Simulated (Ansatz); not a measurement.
**The polar optical mode of SrO at -3 GPa, worked through**

All numbers below come from DFT PBEsol, scalar-relativistic, plane waves, PAW (Ansatz 0.2.0). Plane waves to 420 eV; Γ-centred k mesh 8×8×8; fixed occupations. No spin polarisation. Phonons by linear response, acoustic sum rule imposed.

The cell, relaxed at -3 GPa:
```cif
data_structure
_symmetry_space_group_name_H-M 'Fm-3m'
_symmetry_Int_Tables_number 225
_cell_length_a 5.1816
_cell_length_b 5.1816
_cell_length_c 5.1816
_cell_angle_alpha 90.000
_cell_angle_beta 90.000
_cell_angle_gamma 90.000
_cell_volume 139.12
loop_
_atom_site_label
_atom_site_type_symbol
_atom_site_symmetry_multiplicity
_atom_site_Wyckoff_symbol
_atom_site_fract_x
_atom_site_fract_y
_atom_site_fract_z
_atom_site_occupancy
Sr1 Sr 4 a 0.00000 0.00000 0.00000 1
O1 O 4 b 0.50000 0.00000 0.00000 1
```

Linear response gives ν_TO = 181.8 cm⁻¹, Born charges ±2.438 e (positive on Sr) and ε∞ = 3.855. The primitive cell holds 34.779 Å³, and the masses are 87.620 and 15.999 amu.

**Question.** Find ν_LO and the static dielectric constant.

**Answer.** The long-wave field adds a restoring force: ω_LO² − ω_TO² = Z*²e²/(ε_vac ε∞ μV). In these units ν_LO² − ν_TO² = 4.92064×10⁷ Z*²/(μ V ε∞) cm⁻², with μ = m₁m₂/(m₁ + m₂) = 13.529 amu: 161248 cm⁻². So ν_LO = √(181.8² + 161248) = 440.8 cm⁻¹, and the run gives 440.8. Lyddane–Sachs–Teller then gives ε0 = ε∞ (ν_LO/ν_TO)² = 22.66, against 22.66 in the run (it forms both from the same three quantities, so the match checks the arithmetic only). Between ν_TO and ν_LO the dielectric function is negative and an undamped crystal reflects fully: a reststrahlen band from 22.7 to 55.0 μm.

**Question.** What do the Clausius–Mossotti polarisability and the Szigeti charge come to?

**Answer.** With the Lorentz local field, α = (3V/4π)(ε∞ − 1)/(ε∞ + 2) = 4.05 Å³ for the pair, and e_S = 3Z*/(ε∞ + 2) = 1.25 e. The Born charge includes the electrons' response to the dipole's own local field, and e_S takes that enhancement out. The Lorentz field assumes point-like polarisable ions, a fair picture at this small ε∞.

**Question.** How strongly does a slow electron couple to the LO mode?

**Answer.** For one isotropic parabolic band, Fröhlich's constant is α_F = (1/ε∞ − 1/ε0) √(m* Ry/ħω_LO), with Ry = 13.606 eV, ħω_LO = 54.7 meV and m* in free-electron masses: α_F = 0.2153 × 15.78 × √m* = 3.40 √m*. The band mass isn't part of this run; for m* = 0.1, 0.3 and 1 it gives 1.07, 1.86, 3.40. In weak coupling the polaron lies α_F ħω_LO below the band edge (102 meV at m* = 0.3) with a mass m*(1 + α_F/6); past α_F of about 5 or 6 that expansion fails. A semilocal functional's ε∞ tends to be too large, which taken alone lowers α_F.